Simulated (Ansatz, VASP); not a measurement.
# One calculation of Pt, two programs

```xyz
1
Lattice="0.0441 1.9579 1.9579 1.9579 0.0441 1.9579 2.0020 2.0020 0.0000" Properties=species:S:1:pos:R:3 pbc="T T T"
Pt    0.0000    0.0000    0.0000
```

Change from the starting cell: strain +0.0450 x Voigt [0, 0, 0, 0, 0, 1], atoms carried along.

Alike in both runs: task single point; functional LDA; k mesh 20 × 20 × 20; occupations gaussian, width 0.15 eV; no spin polarisation.

|  | VASP | Ansatz |
| --- | --- | --- |
| version | VASP 6.6.1 | Ansatz 0.2.0 |
| potentials or method | VASP PAW LDA potentials, release 64 (Pt) | scalar-relativistic, plane waves, PAW |
| plane-wave cutoff (eV) | 520 | 420 |
| valence electrons in the cell | 10 | 18 |

|  | VASP | Ansatz | Ansatz less VASP |
| --- | --- | --- | --- |
| gap on the k mesh at the Fermi level (eV) | none | none | - |
| pressure (GPa) | -3.6 | -4.3 | -0.73 |
| largest component of the traceless stress (GPa) | 3.66 | 3.52 | -0.139 |

A gap of «none» marks a metal or a gap that the smearing closes. The two sets of potentials don't hold the same shells in valence.

The runs have no spin-orbit coupling, so splittings on Pt are missing.
